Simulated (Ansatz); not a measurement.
A crystal relaxed with r2SCAN+rVV10 in the PAW code Ansatz has space group Cmcm (No. 63) and a = 7.007 Å, b = 7.186 Å, c = 4.322 Å.

| atom | site | x | y | z |
| --- | --- | --- | --- | --- |
| Cu | 4c | 0.5000 | 0.0832 | 0.7500 |
| Xx | 4c | 0.5000 | 0.7221 | 0.7500 |

With r2SCAN the gap is 1.36 eV and direct, at Γ. The HSE06 gap is direct at Γ: 2.21 eV. With PBE the gap is 0.95 eV and direct, at Γ. Meshes: r2SCAN 6×6×6, HSE06 4×4×4, PBE 6×6×6.

Task: Which element is Xx?
A. Br
B. H
C. F
D. I

Result: D. Xx is I: CuI (Cmcm) from a database structure. Cu has 2 Cu at 2.47 Å and 3 I at 2.57–2.60 Å; I has 3 Cu at 2.57–2.60 Å.

Spin-unpolarised throughout; all numbers are computed.

Spin-orbit coupling is left out, which matters wherever the heavy atoms make up the band edges.

The meshes of the hybrids are coarse, so their gaps aren't converged to the digits shown.
